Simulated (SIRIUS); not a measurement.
Runs of SIRIUS 7.12.0 on Ta. Symmetry: Im-3m, No. 229, cubic system. Conventional cell: a = 3.303 Å, b = 3.303 Å, c = 3.303 Å, α = 90.00°, β = 90.00°, γ = 90.00°. Ta (site symmetry m-3m) has 8 Ta at 2.86 Å as nearest neighbours. 

```csv
task,level,potentials or basis,cutoff (eV),muffin tin radii,basis cutoff (gk_cutoff),valence relativity,local orbitals (radial functions),smallest sphere radius times basis cutoff,V0 of scaled cells (Å³/atom),B0 (GPa)
equation of state,PBE,"all-electron FP-LAPW, apw+lo standard",170,Ta 2.6 bohr,3.54 1/bohr,iora,-,-,(a),193
equation of state,PBE+D4,"all-electron FP-LAPW, apw+lo standard",170,Ta 2.6 bohr,3.54 1/bohr,iora,-,-,17.98,(b)
equation of state,PBE+D3(BJ),"all-electron FP-LAPW, apw+lo standard",170,Ta 2.6 bohr,3.54 1/bohr,iora,-,-,(c),208
equation of state,RPBE,"all-electron FP-LAPW, apw+lo standard",170,Ta 2.6 bohr,3.54 1/bohr,iora,Ta 17,9.2,18.57,183
```

Alike in all rows: no spin polarisation; cell as given; k mesh 11 × 11 × 11; smearing fermi-dirac 0.05 eV.

Question: Fill in the values left out.

Answer: (a) 18.24; (b) 200; (c) 17.69.

Not every run made on this cell is shown here.
